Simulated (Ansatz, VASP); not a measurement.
## One calculation of Fe, two programs

```
Fe
1.0
    -1.43455    1.43455    1.43455
     1.43455   -1.43455    1.43455
     1.43455    1.43455   -1.43455
Fe
1
Direct
  0.00000 0.00000 0.00000
```

Alike in both runs: task single point; functional r2SCAN; k mesh 15 × 15 × 15; occupations methfessel-paxton of order 1, width 0.1 eV; collinear spin.

|  | VASP | Ansatz |
| --- | --- | --- |
| version | VASP 6.6.1 | Ansatz 0.2.0 |
| potentials or method | VASP PAW PBE potentials, release 64 (Fe) | plane waves (500 eV) with PAW, scalar-relativistic |
| plane-wave cutoff (eV) | 520 | 500 |
| valence electrons in the cell | 8 | 16 |

|  | VASP | Ansatz | Ansatz less VASP |
| --- | --- | --- | --- |
| pressure (GPa) | -0.3 | 0.0 | +0.36 |
| net moment per atom (μB) | 2.67 | 2.67 | +0.001 |
| size of the moment on the site where the two differ most (μB) | 2.74 | 2.83 | +0.086 |

Site moments also hang on the region over which each program counts them. The two sets of potentials don't hold the same shells in valence. Ansatz warned: «stability_check_not_made».

Caveats: the PAW data sets were made with another functional, which shifts forces and pressure a little (VASP).
